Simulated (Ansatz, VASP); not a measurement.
**Two plane-wave programs on GaSb**

```
CELL_PARAMETERS angstrom
3.05095 3.05095 0.00000
-3.05095 3.05095 0.00000
0.00000 3.05095 3.07883
ATOMIC_POSITIONS crystal
Ga 0.00000 0.00000 0.00000
Sb 0.75000 0.25000 0.50000
```

Change from the starting cell: in-plane strain -0.005, out-of-plane length and atoms relaxed by PAW.

Alike in both runs: functional r2SCAN; k mesh 6 × 6 × 6; no spin polarisation.

Ansatz relaxed the structure, and its values are those at the end. VASP's run is a single point on that final structure, the one shown.

```csv
,VASP,Ansatz
version,VASP 6.6.1,Ansatz 0.2.0
potentials or method,"VASP PAW PBE potentials, release 64 (Ga_d, Sb)","PAW with Ansatz's default frozen-core files, scalar-relativistic"
plane-wave cutoff (eV),520,500
occupations,"gaussian, width 0.01 eV",fixed
valence electrons in the cell,18,28
```

Ansatz gave:

* gap on the k mesh at the Fermi level (eV): 0.44
* pressure (GPa): 0.3

Q: Which values does VASP return?

A: gap on the k mesh at the Fermi level (eV): 0.42; pressure (GPa): 0.4.

The two sets of potentials don't hold the same shells in valence.

Caveats: the PAW data sets were made with another functional, which shifts forces and pressure a little (VASP); spin-orbit coupling is left out, which moves the levels of the heavy elements.
